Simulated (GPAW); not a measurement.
# LiCl (Fm-3m) in GPAW: single point with PBE

Aim: the single point of LiCl with PBE.

Everything below comes from runs of GPAW 26.7.0. Logs are shortened: lines on timing, memory, paths and dates and some standing lists are left out, and cuts for length are marked. The log counts tension as positive stress, the text compression.

**1. The crystal as given**

The structure is cubic, space group Fm-3m (No. 225). Conventional cell: a = 5.130 Å, b = 5.130 Å, c = 5.130 Å, α = 90.00°, β = 90.00°, γ = 90.00°. Around Cl (site symmetry m-3m) lie 6 Li at 2.56 Å. Li (site symmetry m-3m) has 6 Cl at 2.56 Å as nearest neighbours.

**2. Single point, PBE**

Input file run.py:

```python
from ase.io import read
from gpaw import PW
from gpaw.dft import DFT

atoms = read('LiCl.xyz')

dft = DFT(atoms,
          mode=PW(800),
          xc='PBE',
          kpts={'size': (9, 9, 9), 'gamma': True},
          occupations={'name': 'fermi-dirac', 'width': 0.05},
          nbands=11,
          convergence={'density': 1e-05, 'energy': 1e-05},
          maxiter=150,
          txt='gpaw.txt')
print(f'Energy: {dft.calculate_energy():.6f} eV')
print('Forces (eV/A):')
print(dft.calculate_forces().round(4))
print('Stress (eV/A^3):', dft.calculate_stress().round(6))
dft.write_gpw_file('gs.gpw')
```

Input file LiCl.xyz:

```xyz
2
Lattice="0.0000000000 2.5647700000 2.5647700000 2.5647700000 0.0000000000 2.5647700000 2.5647700000 2.5647700000 0.0000000000" Properties=species:S:1:pos:R:3 pbc="T T T"
Cl     2.5647700000      2.5647700000      2.5647700000
Li     0.0000000000      0.0000000000      0.0000000000
```

Potentials or basis: GPAW PAW data sets (gpaw-data 1.2.1), pw.

On the command line:

```
> OMP_NUM_THREADS=1 python run.py
```

gpaw.txt:

```text
Diagonalizing LCAO Hamiltonian
Converting LCAO to pw mode

               Cl

       Li

Atoms  # Å, Bohr magnetons
|   | symbol |        x |        y |        z |    initial magnetic moments |
|---|--------|----------|----------|----------|-----------------------------|
| 0 |     Cl | 2.564770 | 2.564770 | 2.564770 | ( 0.0000,  0.0000,  0.0000) |
| 1 |     Li | 0.000000 | 0.000000 | 0.000000 | ( 0.0000,  0.0000,  0.0000) |

Unit cell  # Å
| periodic |        x |        y |        z |  lengths |    angles |
|----------|----------|----------|----------|----------|-----------|
|      yes | 0.000000 | 2.564770 | 2.564770 | 3.627133 | 60.000000 |
|      yes | 2.564770 | 0.000000 | 2.564770 | 3.627133 | 60.000000 |
|      yes | 2.564770 | 2.564770 | 0.000000 | 3.627133 | 60.000000 |

Number of symmetries: 48
Symmetry operations  # r_c * U_cc + t_c -> r_c
|    | kind |            matrix            |
|----|------|------------------------------|
|  0 |  σ   |  1, 0, 0,  1, 0,-1,  1,-1, 0 |
|  1 |  C2  |  1, 0, 0,  1,-1, 0,  1, 0,-1 |
|  2 |  E   |  1, 0, 0,  0, 1, 0,  0, 0, 1 |
|  3 |  σ   |  1, 0, 0,  0, 0, 1,  0, 1, 0 |
|  4 |  C4  |  1, 0,-1,  1, 0, 0,  1,-1, 0 |
|  5 |  S6  |  1, 0,-1,  1,-1, 0,  1, 0, 0 |
|  6 |  σ   |  1, 0,-1,  0, 1,-1,  0, 0,-1 |
|  7 |  C3  |  1, 0,-1,  0, 0,-1,  0, 1,-1 |
|  8 |  S6  |  1,-1, 0,  1, 0, 0,  1, 0,-1 |
|  9 |  C4  |  1,-1, 0,  1, 0,-1,  1, 0, 0 |
| 10 |  C3  |  1,-1, 0,  0,-1, 1,  0,-1, 0 |
| 11 |  σ   |  1,-1, 0,  0,-1, 0,  0,-1, 1 |
| 12 |  σ   |  0, 1, 0,  1, 0, 0,  0, 0, 1 |
| 13 |  C4  |  0, 1, 0,  0, 1,-1, -1, 1, 0 |
| 14 |  C3  |  0, 1, 0,  0, 0, 1,  1, 0, 0 |
| 15 |  S6  |  0, 1, 0, -1, 1, 0,  0, 1,-1 |
| 16 |  C2  |  0, 1,-1,  1, 0,-1,  0, 0,-1 |
| 17 |  σ   |  0, 1,-1,  0, 1, 0, -1, 1, 0 |
| 18 |  S4  |  0, 1,-1,  0, 0,-1,  1, 0,-1 |
| 19 |  C4  |  0, 1,-1, -1, 1, 0,  0, 1, 0 |
| 20 |  C3  |  0, 0, 1,  1, 0, 0,  0, 1, 0 |
| 21 |  σ   |  0, 0, 1,  0, 1, 0,  1, 0, 0 |
| 22 |  S6  |  0, 0, 1,  0,-1, 1, -1, 0, 1 |
| 23 |  C4  |  0, 0, 1, -1, 0, 1,  0,-1, 1 |
| 24 |  S4  |  0, 0,-1,  1, 0,-1,  0, 1,-1 |
| 25 |  C3  |  0, 0,-1,  0, 1,-1,  1, 0,-1 |
| 26 |  C2  |  0, 0,-1,  0,-1, 0, -1, 0, 0 |
| 27 |  S6  |  0, 0,-1, -1, 0, 0,  0,-1, 0 |
| 28 |  S4  |  0,-1, 1,  1,-1, 0,  0,-1, 0 |
| 29 |  C4  |  0,-1, 1,  0, 0, 1, -1, 0, 1 |
| 30 |  C2  |  0,-1, 1,  0,-1, 0,  1,-1, 0 |
| 31 |  σ   |  0,-1, 1, -1, 0, 1,  0, 0, 1 |
| 32 |  C3  |  0,-1, 0,  1,-1, 0,  0,-1, 1 |
| 33 |  S6  |  0,-1, 0,  0, 0,-1, -1, 0, 0 |
| 34 |  S4  |  0,-1, 0,  0,-1, 1,  1,-1, 0 |
| 35 |  C2  |  0,-1, 0, -1, 0, 0,  0, 0,-1 |
| 36 |  C2  | -1, 1, 0,  0, 1, 0,  0, 1,-1 |
| 37 |  S6  | -1, 1, 0,  0, 1,-1,  0, 1, 0 |
| 38 |  S4  | -1, 1, 0, -1, 0, 1, -1, 0, 0 |
| 39 |  C3  | -1, 1, 0, -1, 0, 0, -1, 0, 1 |
| 40 |  S6  | -1, 0, 1,  0, 0, 1,  0,-1, 1 |
| 41 |  C2  | -1, 0, 1,  0,-1, 1,  0, 0, 1 |
| 42 |  C3  | -1, 0, 1, -1, 1, 0, -1, 0, 0 |
| 43 |  S4  | -1, 0, 1, -1, 0, 0, -1, 1, 0 |
| 44 |  C2  | -1, 0, 0,  0, 0,-1,  0,-1, 0 |
| 45 |  i   | -1, 0, 0,  0,-1, 0,  0, 0,-1 |
| 46 |  σ   | -1, 0, 0, -1, 1, 0, -1, 0, 1 |
| 47 |  C2  | -1, 0, 0, -1, 0, 1, -1, 1, 0 |

BZ-sampling:
  Number of BZ points: 729
  Number of IBZ points: 35

  Monkhorst-Pack size: [9, 9, 9]
  Monkhorst-Pack shift: [0, 0, 0]

K-points  # in reciprocal-cell coordinates
|     |                                coordinates |     weight |
|-----|--------------------------------------------|------------|
|   0 | (  0.00000000,   0.00000000,   0.00000000) | 0.00137174 |
|   1 | (  0.11111111,   0.11111111,   0.00000000) | 0.00823045 |
|   2 | (  0.11111111,   0.11111111,   0.11111111) | 0.01097394 |
|   3 | (  0.22222222,   0.11111111,   0.11111111) | 0.01646091 |
|   4 | (  0.22222222,   0.22222222,   0.00000000) | 0.00823045 |
|   5 | (  0.22222222,   0.22222222,   0.11111111) | 0.03292181 |
|   6 | (  0.22222222,   0.22222222,   0.22222222) | 0.01097394 |
|   7 | (  0.33333333,   0.22222222,   0.11111111) | 0.03292181 |
|   8 | (  0.33333333,   0.22222222,   0.22222222) | 0.03292181 |
|   9 | (  0.33333333,   0.33333333,  -0.33333333) | 0.01646091 |
| ... |                                            |            |
|  34 | (  0.44444444,   0.44444444,   0.44444444) | 0.01097394 |

Plane wave coefficients: 1759
Cutoff: 800.0 eV

Spin-components: 1 (collinear spins)
Bands:           11
Projectors:      8
Spin-degeneracy: 2
Datatype:        complex128

Density:
  Valence electrons: 8.0
  Components: 1
  Grid points: [24 24 24]
  Charge: 0.0  # |e|

Potential:
  Grid points: [24 24 24]

species:
  Cl:
    name:    Chlorine
    Z:       17.0
    valence: 7
    core:    10
    charge:  0.0  # [|e|]
    compensation charges:
      type: gauss
      rc: 0.25  # [Å]
      lmax: 2
    cutoffs:
      filter: 1.40  # [Å]
      core: 1.49  # [Å]
    projectors
    | kind |    occ | energy [eV] | rcut [Å] |
    |------|--------|-------------|----------|
    |   3s |  2.000 |     -20.689 |    0.794 |
    |   3p |  5.000 |      -8.594 |    0.794 |
    |    s |        |       6.523 |    0.794 |
    |    p |        |      18.617 |    0.794 |
    |    d |        |       0.000 |    0.794 |

    Using partial waves for Cl as LCAO basis

  Li:
    name:    Lithium
    Z:       3.0
    valence: 1
    core:    2
    charge:  0.0  # [|e|]
    compensation charges:
      type: gauss
      rc: 0.33  # [Å]
      lmax: 2
    cutoffs:
      filter: 1.91  # [Å]
      core: 2.55  # [Å]
    projectors
    | kind |    occ | energy [eV] | rcut [Å] |
    |------|--------|-------------|----------|
    |   2s |  1.000 |      -2.874 |    1.058 |
    |   2p |  0.000 |      -1.090 |    1.058 |
    |    s |        |      24.337 |    1.058 |

    Using partial waves for Li as LCAO basis

Reference energy: -12757.737216  # eV

eigensolver:
  PPCG
  Converge bands: occupied
  niter=2

density mixing:
  MSR1-Mixer
  Pratt-step length: 0.05
  Maximum mixing coefficient: 0.75
  Old densities: 10
  SVD Regularization: 0.005
  Good broyden scale: 1.0
  Trust region scale: 1.0
  Backstep threshold: 4.0
  History deletion threshold: 6.0
  Fourier metric: weight=20.0, sigma=0.015

occupation numbers:
  Fermi-Dirac:
    width: 0.0500  # eV

poisson solver:
  ecut: 6400.0  # eV

xc functional:
[... 9 lines left out ...]
|iter     | |      energy | eigst |  dens |
|---------|-|-------------|-------|-------|
|iter:   1| |   -7.345181 | -0.71 |       |
|iter:   2| |   -7.344594 | -2.70 | -1.29 |
|iter:   3| |   -7.349463 | -2.70 | -1.31 |
|iter:   4| |   -7.353002 | -3.96 | -1.85 |
|iter:   5| |   -7.353391 | -4.71 | -2.43 |
|iter:   6| |   -7.353402 | -5.82 | -3.24 |
|iter:   7| |   -7.353403c| -7.60c| -4.04 |
|iter:   8| |   -7.353403c| -8.16c| -5.10c|
SCF steps: 8
Energy contributions relative to reference atoms: (reference = -12757.737216)

Energy contributions:
  Kinetic:           7.802603
  Coulomb:          -8.183514
  Zero:              0.072481
  External:          0.000000
  Xc:               -7.044972
  Entropy:           0.000000
  Spinorbit:         0.000000
  ----------------------------
  Free energy:      -7.353403
  Extrapolated:     -7.353403

Forces  # eV/Ang
|        x |        y |        z |
|----------|----------|----------|
| -0.00000 | -0.00000 | -0.00000 |  # Cl   0
|  0.00000 |  0.00000 |  0.00000 |  # Li   1

Stress tensor  # eV/Ang^3
|         x |         y |         z |
|-----------|-----------|-----------|
| -0.003155 |  0.000000 |  0.000000 |
|  0.000000 | -0.003155 |  0.000000 |
|  0.000000 |  0.000000 | -0.003155 |

Writing to gs.gpw (mode='')

  __  _  _
 | _ |_)|_||  |
 |__||  | ||/\| - 26.7.0

Input parameters:
  mode=PW(ecut=800.0),
  convergence={'density': 1e-05, 'energy': 1e-05},
  kpts=MonkhorstPack(size=(9, 9, 9), gamma=True),
  maxiter=150,
  nbands=11,
  occupations=Occupations(name='fermi-dirac', width=0.05),
  xc=XC(name='PBE')
# Writing to gs.gpw (mode='')
```

Wall time 12 s (1 thread of Arm Neoverse V1, shared host); peak memory 0.15 GiB.

Results:

- Free energy: -7.3534 eV
- Pressure: 0.5 GPa
- Band gap on the k mesh: 6.32 eV, direct

Levels at points of the mesh, in eV from the valence-band top:
| k point | band 1 | band 2 | band 3 | band 4 | band 5 | band 6 | band 7 |
| --- | --- | --- | --- | --- | --- | --- | --- |
| (0.00, 0.00, 0.00) | -13.40 | 0.00 | 0.00 | 0.00 | 6.32 | 11.82 | 11.82 |

Caveat: an odd mesh through Γ misses points on the zone boundary, where band edges often lie. A hybrid or GW would open this gap; PBE tends to underestimate it.
